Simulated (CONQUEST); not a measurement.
PbS under changes of volume

One of the cells (26.664 Å³/atom); the others are scaled copies at fixed shape and fractional positions:

```
Pb S
1.0
     4.15991    0.00000    0.00000
     0.00000    4.27932    0.00000
     0.00000    0.00000   11.98259
Pb S
4 4
Direct
  0.00000 0.25000 0.13056
  0.50000 0.25000 0.63056
  0.00000 0.75000 0.86944
  0.50000 0.75000 0.36944
  0.00000 0.25000 0.35480
  0.50000 0.25000 0.85480
  0.00000 0.75000 0.64520
  0.50000 0.75000 0.14520
```

Measurements of this composition are mostly on another form, of space group No. 225.

| Item | Value |
| --- | --- |
| Program | CONQUEST 1.3 |
| Functional | PBEsol |
| Potentials or basis | PseudoDojo NC PBEsol, DZP, grid of 40 × 40 × 120 points |
| k mesh | 7 × 6 × 3 |
| Occupations | fermi-dirac, width 0.05 eV |
| Spin | no spin polarisation |

```tsv
volume (Å³/atom)	energy over the lowest point (meV/atom)	pressure (GPa)	gap on the mesh (eV)	largest force (eV/Å)
25.064	9.20	2.8	0.94	0.542
25.597	2.39	1.3	1.00	0.372
26.130	0.00	0.1	1.05	0.249
26.664	?	?	?	?
27.197	6.42	-2.0	1.14	0.097
27.730	14.73	-2.9	1.18	0.152
28.263	25.86	-3.8	1.20	0.261
```

Task: What does the run at 26.664 Å³/atom give?

Result: Energy over the lowest point 1.34 meV/atom; pressure -1.0 GPa; gap on the mesh 1.10 eV; largest force 0.172 eV/Å.

Worked out: A Birch-Murnaghan fit of order 3 (a polynomial in V^(-2/3)) to the other rows has its minimum at 26.19 Å³/atom with B0 = V·E''(V) = 57 GPa and B' = 3.8 at fixed shape and positions, which overstates the stiffness. It gives 1.43 meV/atom at 26.664 Å³/atom, against the run's 1.34, and -dE/dV = -1.0 GPa, against -1.0. A parabola through the other rows of the gap, of slope 2.18 eV per unit of ln V there, gives 1.10 eV, against the run's 1.10.

Energies are extrapolated to zero smearing.

Caveats: spin-orbit coupling is left out, which as a rule narrows the gap of such compounds by several tenths of an eV; an odd mesh through Γ misses points on the zone boundary, where band edges often lie; this functional lacks dispersion, which binds the layers, so the pressure and a relaxed spacing across them are unreliable; the basis of atomic orbitals isn't converged, which shifts pressures, moduli and gaps.
